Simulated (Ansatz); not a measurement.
Start from `CC(C)(C)O` and change one atom or group to get `BC(C)(C)O`.

Ansatz, PBE0-D4/def2-TZVP geometries, multiplicity 1. Each molecule was computed in one conformer, which needn't be the lowest.

```json
{"property": "HOMO energy (PBE/def2-TZVPP) / eV", "`CC(C)(C)O`": "-6.10"}
{"property": "HOMO energy (ωB97M-V/def2-TZVPP) / eV", "`CC(C)(C)O`": "-10.19"}
{"property": "HOMO energy (B3LYP/def2-TZVPP) / eV", "`CC(C)(C)O`": "-7.51"}
{"property": "LUMO energy (PBE/def2-TZVPP) / eV", "`CC(C)(C)O`": "0.02"}
{"property": "LUMO energy (PBE0/def2-TZVPP) / eV", "`CC(C)(C)O`": "0.83"}
{"property": "HOMO–LUMO gap (ωB97M-V/def2-TZVPP) / eV", "`CC(C)(C)O`": "12.44"}
```

Task: What does the change do to each property? (Estimate.)

Result: The calculation gave: 
| property | `BC(C)(C)O` | shift |
| --- | --- | --- |
| HOMO energy (PBE/def2-TZVPP) / eV | -6.40 | -0.30 |
| HOMO energy (ωB97M-V/def2-TZVPP) / eV | -10.04 | 0.15 |
| HOMO energy (B3LYP/def2-TZVPP) / eV | -7.55 | -0.04 |
| LUMO energy (PBE/def2-TZVPP) / eV | -0.46 | -0.48 |
| LUMO energy (PBE0/def2-TZVPP) / eV | 0.47 | -0.36 |
| HOMO–LUMO gap (ωB97M-V/def2-TZVPP) / eV | 12.02 | -0.42 |

B3LYP here is the variant with VWN-RPA as its local correlation; programs differ in this.

Positive LUMOs are unbound, so they and the gaps depend on the basis.
